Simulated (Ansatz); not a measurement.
Crystal: TiO.

```
Ti O
1.0
     2.85161    0.00000    0.00000
    -1.42580    2.46956    0.00000
     0.00000    0.00000    5.56750
Ti O
2 2
Direct
  0.66667 0.33333 0.75000
  0.33333 0.66667 0.25000
  0.00000 0.00000 0.50000
  0.00000 0.00000 0.00000
```

The cell comes from a database or a generator and needn't be the stable form of this composition.

Base run:

| Property | Result |
| --- | --- |
| Program | Ansatz 0.2.0 |
| Functional | PBEsol |
| Potentials or basis | Ansatz PAW |
| Cutoff | 420 eV (not typed: the program's choice for these potentials) |
| k mesh | 11 × 11 × 5 |
| Occupations | fermi-dirac, width 0.05 eV |
| Spin | no spin polarisation |
| Hubbard terms | Ti d U = 3 eV |

Its results: pressure -5.2 GPa.

Q: After a change of settings the same cell gave: pressure 7.8 GPa. Which change was it?
A. hubbard terms from Ti d U = 3 eV to none; hubbard projectors from ortho-atomic (the default) to none
B. hubbard terms from Ti d U = 3 eV to Ti d U = 6 eV
C. hubbard terms from Ti d U = 3 eV to Ti d U = 1 eV

A: B.

Caveats: U without spin polarisation on a metal has little footing; the PAW data sets come from PBE, with cores solved anew for the run's functional, which leaves a small shift of forces and pressure.
